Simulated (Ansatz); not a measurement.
## Ta2C and the effect of the Hubbard U on Ta d

The cell as given:

It takes space group P-3m1 (No. 164, trigonal). Conventional cell: a = 3.106 Å, b = 3.106 Å, c = 4.946 Å, α = 90.00°, β = 90.00°, γ = 120.00°. Around Ta (site symmetry 3m) lie 3 C at 2.18 Å. C (site symmetry -3m) is surrounded by 6 Ta at 2.18 Å.

Kept alike: task relaxation of cell and atoms; functional LDA; k mesh 10 × 10 × 6; occupations fermi-dirac, width 0.05 eV; no spin polarisation. Program: Ansatz, Ansatz PAW, cutoff 420 eV. The mesh is that of the run's cell of 3 atoms. No spin-orbit coupling.

| Hubbard U on Ta d, U (eV) | volume (Å³/atom) | first edge of the run's cell (Å) | third edge of the run's cell (Å) |
| --- | --- | --- | --- |
| 0 | 13.365 | 3.078 | 4.887 |
| 1 | 13.391 | 3.080 | 4.891 |
| 2 | 13.418 | 3.081 | 4.895 |
| 3 | 13.446 | 3.083 | 4.899 |
| 4 | 13.476 | 3.086 | 4.903 |
| 5 | 13.509 | 3.089 | 4.906 |
| 6 | 13.543 | 3.092 | 4.907 |
| 8 | 13.626 | 3.102 | 4.905 |

U acts here on a shell without spin polarisation. The relaxations keep at least the cell's symmetry (P-3m1). For a metal such a mesh leaves the last digits unconverged. Relaxations stop with a little pressure left, so the last digits of a volume or edge aren't settled. Ansatz's relaxations hold a Pulay term in the stress (up to 0.2 GPa here). How U acts hangs on the program's projectors. All rows use potentials made for PBE. U is the effective U - J on orthogonalised atomic projectors. Double counting: fully localised limit (the default).

The volume rises from 13.365 to 13.626 Å³/atom between 0 and 8 eV. The first edge of the run's cell rises from 3.078 to 3.102 Å between 0 and 8 eV. The third edge of the run's cell runs from 4.887 (0) to 4.907 Å (6).

Raising U expands Ta2C at every step, but only slightly, and the expansion becomes anisotropic at large U. The first edge keeps growing, while the third levels off near 4.907 Å; its small drop at 8 eV is too slight to count as a real reversal.

Cohesion here rests on Ta d–C p covalency and on metallic Ta–Ta d bonding. U penalises fractional d occupation and raises d orbitals that are less than half filled, so it probably weakens both contributions and lengthens the bonds.

Every relaxed cell remains smaller than the given one, in keeping with the usual overbinding of LDA. At 8 eV the first edge nearly matches the given 3.106 Å, yet the third is still clearly short of 4.946 Å, so U doesn't correct the cell's shape along with its size. Since Ta 5d states are extended and form broad bands, the better volume at large U looks like compensation for overbinding rather than a sign of strong correlation, and is no basis for choosing U.
